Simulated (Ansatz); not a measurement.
Results of Hartree–Fock (plane waves, PAW; Ansatz, a first-principles code) for rock-salt NaBr.

Input file:

Ansatz 0.2 input:
```yaml
crystal:
  lattice:
    - [0.0, 3.0783121396, 3.0783121396]
    - [3.0783121396, 0.0, 3.0783121396]
    - [3.0783121396, 3.0783121396, 0.0]
  atoms:
    - { symbol: Na, position: [0.0, 0.0, 0.0] }
    - { symbol: Br, position: [0.5, 0.5, 0.5] }
basis:
  ecutwfc: 460
  ecutrho_ratio: 4
  xc_grid: 2
kpoints:
  mp_grid: { grid: [8, 8, 8] }
hamiltonian:
  xc: hf
  dispersion: none
  pseudopotentials: { kind: paw }
scf:
  occupations: { method: fermi_dirac, width: 0.01 }
  convergence: { dr2_threshold: 0.0000000002 }
output:
  forces: true
  stress: true
  eigenvalues: true
```

From the output:

```
WARN output.stress: scf.exx.energy_threshold = 1e-6 eV is looser than the 2e-8 eV advised for a stress under a hybrid functional (1e-8 eV for each atom of the …
Crystal: 2 atoms, lattice volume = 58.340 Å³
Basis set: ecut = 460 eV, 1291 PW (Γ), exchange–correlation on 64×64×64 points (8 copies of the dense FFT grid, shifted against one another)
Bands: 12, of which v1, the nominal top of the filled ones, is band 8 counted from 1 (7 counted from 0)
Symmetry: 48 space group operations
Space group: Fm-3m (ITA 225), of the structure as read, at distance tolerance 3.9e-5 Å
k-points: 29 of 512
Functional: x = pbe(κ = 0.804, μ = 0.2195149727645171), c = none, warm-up for x = 0 pbe(κ = 0.804, μ = 0.2195149727645171) + 1 exact, c = none
SCF iter   1: F=—  HF=-4215.499049 eV  |F-HF|=—  |Δ(HF+E_count)|=         —  Δρ=7.38e-3  dr2=3.99e-2
SCF iter   2: F=-4215.481900 eV  HF=-4215.481970 eV  |F-HF|=7.00e-5  |Δ(HF+E_count)|=   1.71e-2  Δρ=7.70e-4  dr2=3.04e-4
Crystal: 2 atoms, lattice volume = 58.340 Å³
Initial density: handed on by an earlier stage of this run
Functional: x = 0 pbe(κ = 0.804, μ = 0.2195149727645171) + 1 exact, c = none
  ...
Crystal: 2 atoms, lattice volume = 58.340 Å³
Crystal: 2 atoms, lattice volume = 58.340 Å³
Crystal: 2 atoms, lattice volume = 58.340 Å³
SCF iter   3: F=—  HF=-4224.744128 eV  |F-HF|=—  |Δ(HF+E_count)|=   1.45e-9  Δρ=1.21e-6  dr2=5.55e-10
SCF iter   4: F=-4224.744128 eV  HF=-4224.744128 eV  |F-HF|=1.12e-10  |Δ(HF+E_count)|=  2.92e-10  Δρ=5.08e-7  dr2=7.13e-11
SCF 5 converged in 4 iterations: F = -4224.744128 eV  dr2 = 7.13e-11
Free energy (F): -4224.744128 eV
Internal energy: -4224.744128 eV  (E = F + TS)
E sigma→0 (E₀):  -4224.744128 eV
Fermi energy:    2.799184 eV
--- Forces (eV/Å), atoms counted from 1 ---
  atom   1  Na    -0.00000000     0.00000000    -0.00000000
  atom   2  Br     0.00000000    -0.00000000     0.00000000
--- Stress (GPa, compression-positive) ---
       -0.000172       0.000000      -0.000000
        0.000000      -0.000172       0.000000
        0.000000      -0.000000      -0.000172
  P = ⅓ Tr σ = -0.0002 GPa (-0.002 kbar)
```

The PAW data were made under PBE.
